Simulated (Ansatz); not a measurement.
The inner images of a band of CF2 + FH (5 atoms, charge 0, multiplicity 1) are given out of order.

Theory: RKS PBE-D4/def2-SVP (Ansatz).

First end point:

```xyz
5
Properties=species:S:1:pos:R:3
C -0.215 -0.349 -0.508
F -0.227 -1.587 -0.103
F 0.721 -0.271 -1.410
H -0.396 0.924 0.644
F 0.117 1.283 1.377
```

Last end point:

```xyz
5
Properties=species:S:1:pos:R:3
C -0.049 0.028 -0.007
F -0.294 -1.268 0.250
F 0.700 0.112 -1.120
H -1.006 0.583 -0.143
F 0.648 0.546 1.020
```

Problem. Put them in order from the first end to the last, with their energies above the first end.
A.
```xyz
5
Properties=species:S:1:pos:R:3
C -0.048 -0.001 -0.041
F -0.295 -1.303 0.183
F 0.759 0.034 -1.114
H -0.931 0.652 -0.084
F 0.516 0.618 1.056
```
B.
```xyz
5
Properties=species:S:1:pos:R:3
C -0.110 -0.107 -0.192
F -0.330 -1.352 0.159
F 0.769 -0.099 -1.167
H -0.742 0.743 0.088
F 0.413 0.814 1.111
```
C.
```xyz
5
Properties=species:S:1:pos:R:3
C -0.236 -0.193 -0.366
F -0.391 -1.375 0.149
F 0.755 -0.212 -1.204
H -0.495 0.820 0.286
F 0.367 0.960 1.135
```
D.
```xyz
5
Properties=species:S:1:pos:R:3
C -0.263 -0.316 -0.511
F -0.225 -1.520 -0.015
F 0.752 -0.216 -1.322
H -0.443 0.902 0.568
F 0.180 1.150 1.279
```
E.
```xyz
5
Properties=species:S:1:pos:R:3
C -0.271 -0.259 -0.464
F -0.290 -1.441 0.078
F 0.774 -0.194 -1.237
H -0.455 0.855 0.442
F 0.242 1.039 1.180
```
F.
```xyz
5
Properties=species:S:1:pos:R:3
C -0.065 -0.049 -0.107
F -0.323 -1.330 0.149
F 0.791 -0.038 -1.126
H -0.836 0.710 -0.010
F 0.433 0.707 1.094
```
G.
```xyz
5
Properties=species:S:1:pos:R:3
C -0.168 -0.159 -0.281
F -0.407 -1.347 0.191
F 0.789 -0.219 -1.160
H -0.603 0.806 0.139
F 0.389 0.919 1.111
```

Solution. D (+0.021 eV), E (+0.130 eV), C (+0.290 eV), G (+0.063 eV), B (-0.657 eV), F (-1.666 eV), A (-2.459 eV).

Run time: 4.5 min on 1 thread of Intel(R) Xeon(R) Processor @ 2.50GHz (Skylake/Cascade Lake), with other jobs on the host, peak memory 0.12 GiB.
